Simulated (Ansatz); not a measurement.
Strain response of Ti

These are results of DFT PBEsol, scalar-relativistic, plane waves, PAW in Ansatz 0.2.0, not measurements. Settings: 420 eV cutoff, 12×12×18 k-mesh, Gaussian smearing of 0.10 eV, no spin polarisation.

Starting point, cell and atoms relaxed:

```xyz
3
Lattice="4.5153 0.0000 0.0000 -2.2576 3.9104 0.0000 0.0000 0.0000 2.7988" Properties=species:S:1:pos:R:3 pbc="T T T"
Ti    0.0000    0.0000    0.0000
Ti    0.0000    2.6069    1.3994
Ti    2.2576    1.3035    1.3994
```

Deformation: c alone is stretched, the rest of the cell is held and the atoms relax, all within the symmetry that the strain leaves. Energies are extrapolated to zero smearing. Stress is positive in compression, on the Cartesian axes of the cell above.

```tsv
strain (%)	ΔE (meV/atom)	a (Å)	b (Å)	c (Å)	σxx (GPa)	σyy (GPa)	σzz (GPa)
-3.0	12.8	4.515	4.515	2.715	1.83	1.83	8.51
-2.0	5.6	4.515	4.515	2.743	1.18	1.18	5.53
-1.0	?	4.515	4.515	2.771	?	?	?
+0.0	0.0	4.515	4.515	2.799	-0.05	-0.05	0.03
+1.0	?	4.515	4.515	2.827	?	?	?
+2.0	5.1	4.515	4.515	2.855	-1.15	-1.15	-4.88
+3.0	11.3	4.515	4.515	2.883	-1.67	-1.67	-7.11
```

Fill in the row at -1.0 %.

ΔE 1.4 meV/atom; σxx 0.55 GPa; σyy 0.55 GPa; σzz 2.70 GPa.

Fill in the row at +1.0 %.

ΔE 1.3 meV/atom; σxx -0.62 GPa; σyy -0.62 GPa; σzz -2.49 GPa.

This form isn't the element's structure at ambient conditions.